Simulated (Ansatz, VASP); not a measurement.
# Al2Pt in VASP and in Ansatz

INCAR

```
PREC = Accurate
ENCUT = 520
EDIFF = 1E-8
ISMEAR = -1
SIGMA = 0.05
LREAL = False
LASPH = True
NELM = 60
ALGO = Normal
ISIF = 2
LWAVE = False
LCHARG = False
GGA = PE
LEFG = True
NBANDS = 15
```

File KPOINTS:

```
Automatic mesh
0
Gamma
  9 9 9
```

Contents of POSCAR:

```
Al2Pt
1.0
    0.0000000000      2.9550000000      2.9550000000
    2.9550000000      0.0000000000      2.9550000000
    2.9550000000      2.9550000000      0.0000000000
Al Pt
2 1
Direct
    0.1975000000      0.1975000000      0.1975000000
    0.7500000000      0.7500000000      0.7500000000
    0.0525000000      0.0525000000      0.0525000000
```

Input for Ansatz:

```yaml
crystal:
  lattice:
    - [0.0, 2.955, 2.955]
    - [2.955, 0.0, 2.955]
    - [2.955, 2.955, 0.0]
  atoms:
    - { symbol: Al, position: [0.1975, 0.1975, 0.1975] }
    - { symbol: Al, position: [0.75, 0.75, 0.75] }
    - { symbol: Pt, position: [0.0525, 0.0525, 0.0525] }
kpoints:
  mp_grid: { grid: [9, 9, 9] }
scf:
  occupations: { method: fermi_dirac, width: 0.05 }
hamiltonian:
  xc: pbe
  pseudopotentials: { kind: paw }
output:
  forces: true
  stress: true
  eigenvalues: true
  efg: { contact_densities: true }
  populations: true
```

Change from the starting cell: shortest bond scaled by 0.58, PAW files.

Alike in both runs: task electric field gradients; functional PBE; k mesh 9 × 9 × 9; occupations fermi-dirac, width 0.05 eV; no spin polarisation.

|  | VASP | Ansatz |
| --- | --- | --- |
| version | VASP 6.6.1 | Ansatz 0.2.0 |
| potentials or method | VASP PAW PBE potentials, release 64 (Al, Pt) | PAW with Ansatz's default frozen-core files, scalar-relativistic |
| plane-wave cutoff (eV) | 520 | 420 |
| valence electrons in the cell | 16 | 24 |

|  | VASP | Ansatz | Ansatz less VASP |
| --- | --- | --- | --- |
| pressure (GPa) | 82.8 | 113.2 | +30.43 |
| largest component of the traceless stress (GPa) | 70.30 | 101.42 | +31.122 |
| rms of the force components (eV/Å) | 23.688 | 33.200 | +9.5129 |
| Vzz of the field gradient on the site that differs most (V/Å²) | 111.6 | 155.8 | +44.13 |

Atom by atom the forces differ by 9.513 eV/Å (rms over components). With one functional, cell and mesh, what is left measures potentials, basis and numerics. The two sets of potentials don't hold the same shells in valence. Ansatz warned: «efg_cores_unanswered».

Caveats: the cell as given lies far from equilibrium; so large a pressure means that the cell lies far from this level's equilibrium, or that cutoff or potentials fall short (VASP); forces of over 1 eV/Å show positions far from the minimum, so gaps and moduli don't describe the material at rest. Spin-orbit coupling is left out, which matters for the levels of Pt.
